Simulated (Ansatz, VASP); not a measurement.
# One calculation of ZnS, two programs

The input INCAR:

```
SYSTEM = ZnS
PREC     = Accurate       ! precision mode
ENCUT    = 520            ! plane-wave cutoff, eV
EDIFF    = 1E-6           ! SCF threshold, eV
ISMEAR   = -1             ! smearing method
SIGMA    = 0.03           ! smearing width, eV
LREAL    = .False.        ! projectors in reciprocal space
LASPH    = .True.         ! aspherical terms in the spheres
NELM     = 100            ! most SCF steps
ALGO     = Normal         ! electronic algorithm
ISIF     = 2              ! what is computed and relaxed
LWAVE    = .False.        ! write WAVECAR
LCHARG   = .True.         ! write CHGCAR
GGA      = PE             ! functional
LELF     = .True.         ! ELF
LVHAR    = .True.       
NBANDS   = 26             ! bands
```

Contents of KPOINTS:

```
regular mesh
0
Gamma
  8 8 5
  0 0 0
```

The input POSCAR:

```
ZnS
1.0
    3.8362379197      0.0000000000      0.0000000000
   -1.9181189598      3.3222794933      0.0000000000
    0.0000000000      0.0000000000      6.2752859714
Zn S
2 2
Direct
    0.3333333333      0.6666666667      0.0000000000
    0.6666666667      0.3333333333      0.5000000000
    0.3333333333      0.6666666667      0.3850000000
    0.6666666667      0.3333333333      0.8850000000
```

Input for Ansatz:

```yaml
crystal:
  lattice:
    - [3.8362379197, 0.0, 0.0]
    - [-1.9181189598, 3.3222794933, 0.0]
    - [0.0, 0.0, 6.2752859714]
  atoms:
    - { symbol: Zn, position: [0.3333333333, 0.6666666667, 0.0] }
    - { symbol: Zn, position: [0.6666666667, 0.3333333333, 0.5] }
    - { symbol: S, position: [0.3333333333, 0.6666666667, 0.385] }
    - { symbol: S, position: [0.6666666667, 0.3333333333, 0.885] }
kpoints:
  mp_grid: { grid: [8, 8, 5] }
  band_path:
    path:
      - [0.0, 0.0, 0.0]
      - [0.5, 0.0, 0.0]
      - [0.3333333333, 0.3333333333, 0.0]
      - [0.0, 0.0, 0.0]
      - [0.0, 0.0, 0.5]
      - [0.5, 0.0, 0.5]
      - [0.3333333333, 0.3333333333, 0.5]
      - [0.0, 0.0, 0.5]
      - [0.5, 0.0, 0.5]
    npoints: 5
scf:
  occupations: { method: fermi_dirac, width: 0.03 }
hamiltonian:
  xc: pbe
  pseudopotentials: { kind: all_electron, lapw: { basis_error: 0.001 } }
output:
  forces: true
  stress: true
  eigenvalues: true
```

Change from the starting cell: volume scaled by 1.02.

Alike in both runs: task single point; functional PBE; k mesh 8 × 8 × 5; occupations fermi-dirac, width 0.03 eV; no spin polarisation.

```csv
,VASP,Ansatz
version,VASP 6.6.1,Ansatz 0.2.0
potentials or method,"VASP PAW PBE potentials, release 64 (Zn, S)","all-electron LAPW, scalar-relativistic"
plane-wave cutoff (eV),520,see its input
```

|  | VASP | Ansatz | Ansatz less VASP |
| --- | --- | --- | --- |
| gap on the k mesh at the Fermi level (eV) | 2.16 | 2.16 | -0.002 |
| pressure (GPa) | 1.0 | 0.8 | -0.14 |
| largest component of the traceless stress (GPa) | 1.18 | 1.16 | -0.021 |
| rms of the force components (eV/Å) | 0.173 | 0.171 | -0.0019 |

Atom by atom the forces differ by 0.002 eV/Å (rms over components). Ansatz ran all-electron here, so the differences hold the error of VASP's frozen core and of both bases.
